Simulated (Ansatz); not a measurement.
Equilibrium properties in the bcc structure, computed with PBE in Ansatz (plane waves, PAW datasets (generated soft set 1); cutoff 420 eV), no spin polarisation, no spin–orbit coupling, Fermi–Dirac smearing of 0.061 eV, k-spacing 0.06 Å⁻¹:

| crystal | a₀ (Å) | V₀ (Å³/atom) | B₀ (GPa) |
| --- | --- | --- | --- |
| Si | 3.082 | 14.64 | 93 |
| S | 3.158 | 15.75 | 83 |
| K | 5.284 | 73.78 | 3.6 |
| Ca | 4.384 | 42.14 | 16.6 |
| Sc | 3.678 | 24.88 | 53 |
| Ti | 3.256 | 17.26 | 106 |

**Question.** Give the same for Fe, V, Mn.

**Answer.** 
| crystal | a₀ (Å) | V₀ (Å³/atom) | B₀ (GPa) |
| --- | --- | --- | --- |
| Fe | 2.759 | 10.50 | 267 |
| V | 2.998 | 13.47 | 182 |
| Mn | 2.784 | 10.78 | 278 |

Model structures, not the usual forms at ambient conditions (metastable or hypothetical): Si, S, Ca, Sc, Ti, Mn. The real material (Fe) is magnetic: without spin this is a model state, and volume, stiffness and gap can lie far from those of the magnetic ground state. Spin polarisation is left out, and a magnetic state may lie lower for Mn.
